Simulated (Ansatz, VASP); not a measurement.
Two plane-wave programs on Sb

INCAR

```
  PREC = Accurate
  ENCUT = 520
  EDIFF = 1E-7
  ISMEAR = -1
  SIGMA = 0.05
  LREAL = False
  LASPH = True
  NELM = 100
  ALGO = Normal
  ISIF = 2
  LWAVE = False
  LCHARG = False
  GGA = PE
  NBANDS = 12
```

KPOINTS

```
Automatic mesh
0
Gamma
  9 9 5
```

Contents of POSCAR:

```
Sb
1.0
    3.3986760653      0.0000000000      0.0000000000
   -1.6993380327      2.9433398118      0.0000000000
    0.0000000000      0.0000000000      5.5421447030
Sb
2
Direct
    0.6666666667      0.3333333333      0.7500000000
    0.3333333333      0.6666666667      0.2500000000
```

input.yaml

```yaml
crystal:
  lattice:
    - [3.3986760653, 0.0, 0.0]
    - [-1.6993380327, 2.9433398118, 0.0]
    - [0.0, 0.0, 5.542144703]
  atoms:
    - { symbol: Sb, position: [0.6666666667, 0.3333333333, 0.75] }
    - { symbol: Sb, position: [0.3333333333, 0.6666666667, 0.25] }
hamiltonian:
  xc: pbe
  pseudopotentials: { kind: paw }
kpoints:
  mp_grid: { grid: [9, 9, 5] }
scf:
  occupations: { method: fermi_dirac, width: 0.05 }
output:
  forces: true
  stress: true
  eigenvalues: true
```

Change from the starting cell: volume scaled by 1.04.

Alike in both runs: task single point; functional PBE; k mesh 9 × 9 × 5; occupations fermi-dirac, width 0.05 eV; no spin polarisation.

|  | VASP | Ansatz |
| --- | --- | --- |
| version | VASP 6.6.1 | Ansatz 0.2.0 |
| potentials or method | VASP PAW PBE potentials, release 64 (Sb) | Ansatz PAW |
| plane-wave cutoff (eV) | 520 | 420 |
| valence electrons in the cell | 10 | 30 |

Ansatz gave:

- gap on the k mesh at the Fermi level (eV): none
- pressure (GPa): -0.9
- largest component of the traceless stress (GPa): 0.25

**Question.** Estimate VASP's values.

**Answer.** gap on the k mesh at the Fermi level (eV): none; pressure (GPa): -1.0; largest component of the traceless stress (GPa): 0.25.

A gap of «none» marks a metal or a gap that the smearing closes. The functional is the same, so the differences come from potentials, cutoffs and numerics. The two sets of potentials don't hold the same shells in valence.

The runs have no spin-orbit coupling, so splittings on Sb are missing.
